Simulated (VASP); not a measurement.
A run of VASP 6.6.1 is set up as follows.

INCAR

```
PREC = Accurate ; ENCUT = 520
EDIFF = 1E-7 ; ISMEAR = -1
SIGMA = 0.05 ; LREAL = False
LASPH = True ; NELM = 60
ALGO = Normal ; ISIF = 2
LWAVE = False ; LCHARG = True
GGA = PS ; LVHAR = True
NBANDS = 27 ; KPAR = 2
```

KPOINTS

```
Automatic mesh
0
Gamma
  7 7 7
```

The input POSCAR:

```
KTaO3
1.0
    3.9883000000      0.0000000000      0.0000000000
    0.0000000000      3.9883000000      0.0000000000
    0.0000000000      0.0000000000      3.9883000000
Ta K O
1 1 3
Direct
    0.0000000000      0.0000000000      0.0000000000
    0.5000000000      0.5000000000      0.5000000000
    0.0000000000      0.0000000000      0.5000000000
    0.0000000000      0.5000000000      0.0000000000
    0.5000000000      0.0000000000      0.0000000000
```

Potentials or basis: VASP PAW PBE potentials, release 64 (Ta_pv, K_sv, O).

Command:

```bash
$ cat potpaw_PBE.64/Ta_pv/POTCAR potpaw_PBE.64/K_sv/POTCAR potpaw_PBE.64/O/POTCAR > POTCAR
$ mpirun -np 2 vasp_std > vasp.out
```

Q: What does it give for the pressure?

A: 0.3 GPa.

Q: Estimate the band gap on the k mesh.

A: 2.14 eV, indirect (least direct gap 2.71 eV).

Caveat: the PAW data sets were made with another functional, which shifts forces and pressure a little; spin-orbit coupling is left out, which moves the levels of the heavy elements; an odd mesh through Γ misses points on the zone boundary, where band edges often lie.
